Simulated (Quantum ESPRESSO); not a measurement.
The system is CuAu.

```
CELL_PARAMETERS angstrom
2.81075 0.00000 0.00000
0.00000 2.81075 0.00000
0.00000 0.00000 3.68500
ATOMIC_POSITIONS crystal
Au 0.00000 0.00000 0.00000
Cu 0.50000 0.50000 0.50000
```

| Quantity | Value |
| --- | --- |
| Program | Quantum ESPRESSO 7.5 |
| Task | phonons |
| Functional | LDA |
| Potentials or basis | JTH 2.0 LDA |
| Cutoff | 735 eV |
| Density cutoff | 4408 eV |
| k mesh | 9 × 9 × 7 |
| Occupations | methfessel-paxton, width 0.272 eV |
| Spin | no spin polarisation |
| Form of the LDA correlation | PW92 |
| Mixing beta | 0.5 |
| Most SCF iterations | 120 |
| SCF threshold | 4e-10 Ry |

The cell and the atoms were relaxed first, to 13.78 Å³/atom (a = 2.771 Å, b = 2.771 Å, c = 3.589 Å, α = 90.00°, β = 90.00°, γ = 90.00°), and the response was taken there.

Problem. What is the highest optical frequency at the zone centre?

Solution. 214 cm⁻¹, a mode of symmetry A2u (IR).

Optical modes at Γ, degenerate ones joined:
```
cm⁻¹  components  symmetry  active in
 152           2        Eu         IR
 214           1       A2u         IR
```

Caveat: the mesh is thin for the phonons of a metal.
